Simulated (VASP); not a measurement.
# free-standing triangular V monolayer, spacing 3.002 A: fixed spin moments

What does it cost to change the moment of free-standing triangular V monolayer, spacing 3.002 A?

Program: VASP 6.6.1. Level of theory: r2SCAN, spin-polarised from a ferromagnetic start (one magnetic atom a cell); plane waves and PAW (V_sv), in the first sound run; inputs show where later runs differ. Results are calculated unless marked as measured.

## 1. Starting point

The cell holds 1 atom: 1 V. Its edges and angles: a = 3.002 Å, b = 3.002 Å, c = 14.000 Å, α = 90.0°, β = 90.0°, γ = 120.0°. model lattice. Vacuum lies along c.

As a file:

```xyz
1
Lattice="3.0020 0.0000 0.0000 -1.5010 2.5998 0.0000 0.0000 0.0000 14.0000" Properties=species:S:1:pos:R:3
V     0.0000    0.0000    7.0000
```

## 2. Free moment

The unconstrained run shows the moment that this start leads to, and gives an energy to count from.

File INCAR:

```
SYSTEM = V
PREC = Normal
ENCUT = 350
EDIFF = 1E-06
NELM = 150
ISMEAR = 1
SIGMA = 0.05
LREAL = .FALSE.
ALGO = Normal
METAGGA = R2SCAN
LASPH = .TRUE.
NBANDS = 18
ISPIN = 2
MAGMOM = 2
LMAXMIX = 4
LORBIT = 11
LWAVE = .FALSE.
LCHARG = .FALSE.
KPAR = 2
AMIX = 0.2
BMIX = 1E-04
AMIX_MAG = 0.8
BMIX_MAG = 1E-04
NEDOS = 1500
```

File POSCAR:

```
V
1.0
    3.0020000000      0.0000000000      0.0000000000
   -1.5010000000      2.5998080000      0.0000000000
    0.0000000000      0.0000000000     14.0000000000
V
1
Direct
    0.0000000000      0.0000000000      0.5000000000
```

File KPOINTS:

```
Automatic mesh
0
Gamma
12 12 1
0 0 0
```

The projector-augmented-wave data sets are V_sv (PBE family, release 64).

Run with:

```bash
$ mpirun -np 2 vasp_std
```

Log:

```text
[banner, memory and clock lines left out]
running    2 mpi-ranks, on    1 nodes
 distrk:  each k-point on    1 cores,    2 groups
 distr:  one band on    1 cores,    1 groups

 POSCAR found type information on POSCAR V
 POSCAR found :  1 types and       1 ions
|                                                                             |
|               ----> ADVICE to this user running VASP <----                  |
|                                                                             |
|     You enforced a specific xc type in the INCAR file but a different       |
|     [... a line on the potential file left out ...]
|     I HOPE YOU KNOW WHAT YOU ARE DOING!                                     |
|                                                                             |

 LDA part: xc-table for (None), standard interpolation
 POSCAR, INCAR and KPOINTS ok, starting setup
 FFT: planning ... GRIDC
 FFT: planning ... GRID_SOFT
 FFT: planning ... GRID
 WAVECAR not read
 entering main loop
       N       E                     dE             d eps       ncg     rms          rms(c)
DAV:   1     0.534310077510E+02    0.53431E+02   -0.69275E+03  1720   0.398E+02
DAV:   2    -0.141329184267E+02   -0.67564E+02   -0.65684E+02  1532   0.163E+02
DAV:   3    -0.151164782199E+02   -0.98356E+00   -0.95494E+00  1556   0.224E+01
DAV:   4    -0.151227019314E+02   -0.62237E-02   -0.62230E-02  1540   0.200E+00
DAV:   5    -0.151227834407E+02   -0.81509E-04   -0.81509E-04  1550   0.223E-01    0.106E+01
DAV:   6    -0.110584803770E+02    0.40643E+01   -0.46128E+00  1446   0.189E+01    0.538E+00
DAV:   7    -0.114216390374E+02   -0.36316E+00   -0.15123E-01  1418   0.206E+00    0.332E+00
DAV:   8    -0.116324606605E+02   -0.21082E+00   -0.84119E-02  1396   0.166E+00    0.149E+00
DAV:   9    -0.116524558503E+02   -0.19995E-01   -0.15583E-02  1382   0.988E-01    0.105E+00
DAV:  10    -0.116850914252E+02   -0.32636E-01   -0.97800E-03  1376   0.797E-01    0.664E-01
DAV:  11    -0.116930353758E+02   -0.79440E-02   -0.43326E-03  1442   0.596E-01    0.660E-01
DAV:  12    -0.117029242303E+02   -0.98889E-02   -0.93828E-03  1410   0.652E-01    0.494E-01
DAV:  13    -0.117086286272E+02   -0.57044E-02   -0.38731E-03  1388   0.464E-01    0.420E-01
DAV:  14    -0.117100298232E+02   -0.14012E-02   -0.48239E-03  1380   0.634E-01    0.115E-01
DAV:  15    -0.117111656301E+02   -0.11358E-02   -0.64006E-04  1380   0.195E-01    0.583E-02
DAV:  16    -0.117106959930E+02    0.46964E-03   -0.43218E-04  1384   0.164E-01    0.612E-02
DAV:  17    -0.117113153687E+02   -0.61938E-03   -0.29907E-04  1396   0.141E-01    0.182E-02
DAV:  18    -0.117113590550E+02   -0.43686E-04   -0.34852E-05  1380   0.439E-02    0.253E-02
DAV:  19    -0.117113668315E+02   -0.77764E-05   -0.24137E-05  1378   0.407E-02    0.693E-03
DAV:  20    -0.117112917699E+02    0.75062E-04   -0.12665E-05  1376   0.272E-02    0.659E-03
DAV:  21    -0.117112430544E+02    0.48715E-04   -0.11685E-05  1372   0.297E-02    0.135E-03
DAV:  22    -0.117111939428E+02    0.49112E-04   -0.68248E-06  1376   0.229E-02    0.138E-03
DAV:  23    -0.117110932142E+02    0.10073E-03   -0.63422E-06  1372   0.211E-02    0.199E-03
DAV:  24    -0.117110441690E+02    0.49045E-04   -0.50841E-06  1372   0.189E-02    0.182E-03
DAV:  25    -0.117110146547E+02    0.29514E-04   -0.35946E-06  1370   0.154E-02    0.161E-03
DAV:  26    -0.117110323385E+02   -0.17684E-04   -0.17463E-06  1372   0.113E-02    0.158E-03
DAV:  27    -0.117110234139E+02    0.89246E-05   -0.27829E-06  1368   0.141E-02    0.119E-03
DAV:  28    -0.117111556047E+02   -0.13219E-03   -0.15313E-05  1372   0.348E-02    0.120E-03
DAV:  29    -0.117112350463E+02   -0.79442E-04   -0.82443E-06  1372   0.209E-02    0.119E-03
DAV:  30    -0.117112361775E+02   -0.11313E-05   -0.16720E-06  1324   0.107E-02    0.102E-03
DAV:  31    -0.117112714378E+02   -0.35260E-04   -0.25477E-06  1360   0.124E-02    0.738E-04
DAV:  32    -0.117112248051E+02    0.46633E-04   -0.17110E-06  1364   0.111E-02    0.459E-04
DAV:  33    -0.117110614632E+02    0.16334E-03   -0.18073E-05  1364   0.285E-02    0.122E-03
DAV:  34    -0.117110394666E+02    0.21997E-04   -0.39207E-06  1260   0.139E-02    0.972E-04
DAV:  35    -0.117110452680E+02   -0.58015E-05   -0.10523E-06  1292   0.822E-03    0.833E-04
DAV:  36    -0.117110518679E+02   -0.65999E-05   -0.92704E-07  1336   0.759E-03    0.720E-04
DAV:  37    -0.117110516177E+02    0.25023E-06   -0.63838E-07  1308   0.656E-03
   1 F= -.11711052E+02 E0= -.11710822E+02  d E =-.687893E-03  mag=     3.9960
```

Wall time 70 s (2 MPI ranks of Intel Xeon 6975P-C (Granite Rapids), shared host); peak memory 0.3 GiB; 2.3 min of CPU time.

The logs omit lines about the potential files and the build; timing stands in the text.

Parts of OUTCAR (step 2):

```text
ion  position               nearest neighbor table
   1  0.000  0.000  0.500-

  LATTYP: Found a hexagonal cell.
 ALAT       =     3.0020000000
 C/A-ratio  =     4.6635576282

 Subroutine GETGRP returns: Found 24 space group operations
 (whereof 24 operations were pure point group operations)

The static configuration has the point symmetry D_6h.

 Found     19 irreducible k-points:

   k-points           NKPTS =     19   k-points in BZ     NKDIM =     19   number of bands    NBANDS=     18

   dimension x,y,z NGX =    14 NGY =   14 NGZ =   64
   dimension x,y,z NGXF=    28 NGYF=   28 NGZF=  128

   ENCUT  =  350.0 eV  25.72 Ry    5.07 a.u.   4.58  4.58 21.36*2*pi/ulx,y,z

   NELECT =      13.0000    total number of electrons

 k-points in reciprocal lattice and weights: Automatic mesh
   0.00000000  0.00000000  0.00000000       0.007
   0.08333333  0.00000000  0.00000000       0.042
   0.16666667  0.00000000  0.00000000       0.042
   0.25000000  0.00000000  0.00000000       0.042
   0.33333333  0.00000000  0.00000000       0.042
   0.41666667  0.00000000  0.00000000       0.042
   0.50000000  0.00000000  0.00000000       0.021
   0.08333333  0.08333333  0.00000000       0.042
   0.16666667  0.08333333  0.00000000       0.083
[...]
0.33333333  0.25000000  0.00000000       0.083
   0.33333333  0.33333333  0.00000000       0.014

 average (electrostatic) potential at core
       1 -87.0611

 E-fermi :  -2.2699

 spin component 1
 k-point     1 :       0.0000    0.0000    0.0000
  band No.  band energies     occupation
    ...
      5      -7.8012      1.00000
      6      -3.9973      1.00000
      7      -3.2427      1.00000
      8      -3.2424      1.00000
      9      -2.5551      1.00000
     10      -1.6772     -0.00000
     11      -1.6769     -0.00000
     12       1.7053      0.00000
     13       2.7357      0.00000
     14       3.3063      0.00000
    ...

 k-point     2 :       0.0833    0.0000    0.0000
  band No.  band energies     occupation
    ...
      5      -7.6076      1.00000
      6      -3.9376      1.00000
      7      -3.3333      1.00000
      8      -3.1404      1.00000
      9      -2.7572      1.00000
     10      -1.7010     -0.00000
     11      -1.3785     -0.00000
     12       1.8506      0.00000
     13       2.9107      0.00000
     14       3.4478      0.00000
    ...

 k-point     3 :       0.1667    0.0000    0.0000
  band No.  band energies     occupation
    ...
      5      -7.0507      1.00000
      6      -3.7812      1.00000
      7      -3.5437      1.00000
      8      -3.0926      1.00000
      9      -2.8502      1.00000
     10      -1.7656     -0.00000
     11      -0.7341      0.00000
     12       2.2870      0.00000
     13       3.4240      0.00000
     14       3.8736      0.00000
    ...

 k-point     4 :       0.2500    0.0000    0.0000
  band No.  band energies     occupation
    ...
      5      -6.2334      1.00000
      6      -3.7776      1.00000
      7      -3.5038      1.00000
      8      -3.3978      1.00000
      9      -2.4237      1.00006
     10      -1.8525     -0.00000
     11       0.1333      0.00000
     12       3.0145      0.00000
     13       4.2502      0.00000
     14       4.5834      0.00000
    ...

 k-point     5 :       0.3333    0.0000    0.0000
  band No.  band energies     occupation
    ...
      4     -42.9385      1.00000
      5      -5.5014      1.00000
      6      -3.6331      1.00000
      7      -3.5615      1.00000
      8      -3.2651      1.00000
      9      -1.9537     -0.00000
     10      -1.9381     -0.00000
     11       1.2132      0.00000
     12       3.9976      0.00000
     13       5.3305      0.00000
    ...

 k-point     6 :       0.4167    0.0000    0.0000
  band No.  band energies     occupation
    ...
      4     -42.9328      1.00000
      5      -5.2733      1.00000
      6      -3.7804      1.00000
      7      -3.0965      1.00000
      8      -2.6233      1.00000
      9      -2.0001     -0.00000
     10      -1.5743     -0.00000
     11       2.4444      0.00000
     12       3.2993      0.00000
     13       5.4866      0.00000
    ...

  Total       -1.3424226     -1.3424224     -0.1004481      0.0000000     -0.0000000      0.0000000
  in kB      -19.6842944    -19.6842904     -1.4728961      0.0000000     -0.0000000      0.0000000
  external PRESSURE =     -13.6138269 kB  Pullay stress =       0.0000000 kB

  energy-cutoff  :      350.00
  volume of cell :      109.26
      direct lattice vectors                 reciprocal lattice vectors
     3.002000000  0.000000000  0.000000000     0.333111259  0.192321895  0.000000000
    -1.501000000  2.599808000  0.000000000     0.000000000  0.384643789  0.000000000
     0.000000000  0.000000000 14.000000000     0.000000000  0.000000000  0.071428571

 POSITION                                       TOTAL-FORCE (eV/Angst)
 -----------------------------------------------------------------------------------
      0.00000      0.00000      7.00000         0.000000      0.000000      0.000000
 -----------------------------------------------------------------------------------
    total drift:                               -0.000000     -0.000000      0.000000

  FREE ENERGIE OF THE ION-ELECTRON SYSTEM (eV)
  ---------------------------------------------------
  free  energy   TOTEN  =       -11.7110516177 eV

  energy  without entropy=      -11.7103637248  energy(sigma->0) =      -11.71082232

 total charge
# of ion       s       p       d       tot
------------------------------------------
    1        2.255   6.075   2.931  11.260

 magnetization (x)
# of ion       s       p       d       tot
------------------------------------------
    1        0.071   0.084   2.838   2.993

[... 6 further parts left out ...]
```

The cell holds one magnetic atom, so no antiferromagnetic order fits into it. SCAN-type functionals tend to overstate the moments of itinerant magnets. The PAW data sets were made with PBE, which is usual practice but a small mismatch for other functionals.

This step gave:

```yaml
electronic_cycles: 37
electrons: 13
free_energy_toten: -11.71 eV
energy_at_zero_smearing: -11.71 eV
fermi_energy: -2.270 eV
moment_of_the_cell_from_the_last_line_of_the_log: 3.996 μB
labelled_metallic_from_the_levels_on_this_mesh: yes
dos_at_the_fermi_level: 1.325 states/eV/cell
```

Spin moment in the PAW sphere by atom:

| atom | spin moment in the PAW sphere (μB) |
| --- | --- |
| V1 | 2.99 |

The density of states has structure finer than the step of the table below, so its rows give means over 1 eV, whole bins alone (the curve runs from -12.0 to 7.97 eV). Peaks (eV: height): total up -1.5: 3.64, -1.3: 3.65, -0.8: 3.56, 0.3: 3.25; total down 1.6: 6.08, 3.7: 5.19, 4.6: 2.28, 7.2: 3.20; V s up -3.4: 0.243, 4.9: 0.263, 5.4: 0.249, 5.9: 0.219; V s down -2.8: 0.140, -1.7: 0.215, -0.8: 0.196, 0.0: 0.240; V p up -0.3: 0.254, 5.3: 0.159, 6.6: 0.137, 7.1: 0.158.

The density of states by energy, zero at the Fermi level; means over each step; 7 of 8 lines; values in states/eV/cell:

```csv
energy (eV),total up,total down,V s up,V s down,V p up,V p down,V d up
-7,0,0,0,0,0,0,0
-6,0.00392,0,0.00110,0,0,0,2.9e-4
-5,0.133,0,0.0354,0,0.00185,0,0.0101
-4,0.143,0,0.0331,0,0.00532,0,0.0145
-3,0.541,0.0605,0.0576,0.0146,0.0164,3.7e-4,0.237
-2,0.641,0.168,0.0112,0.0365,0.0170,0.00443,0.434
-1,2.53,0.183,0.0318,0.0325,0.0447,0.00905,1.82
0,1.33,0.358,0.00377,0.0360,0.0296,0.0132,1.08
1,0.551,0.348,0.00411,0.0117,0.0146,0.0163,0.443
2,0.328,1.97,0.00584,0.00530,0.0228,0.0744,0.154
3,0.255,1.04,0.00409,0.00266,0.0247,0.00573,0.0807
4,0.286,1.56,0.00180,0.00865,0.0200,0.00407,0.0343
5,0.703,0.830,0.0619,0.00344,0.0417,0.0140,0.0988
6,0.714,0.684,0.0356,0.00401,0.0330,0.0197,0.0495
7,0.870,0.729,0.0390,0.00536,0.0505,0.0180,0.0564
```

(Part 1 of 3 ends here.)

[Lines on the potential files, build, host, timing and source positions are cut from VASP's logs without a mark.]

[Logs are printed without paths, hosts, clocks, repeated set-up lines and the standing remarks that a program may print on its own settings, such as how far it seeks lower states.]

[Hosts, paths, dates, database ids (printed as entryN), source tags and the programs' standing remarks are cut or masked in the printed files.]

[In band tables of VASP the shares of atoms and orbitals are scaled to a sum of 1 inside the atoms' spheres.]

[Runs that stopped without an error message from VASP are left out.]
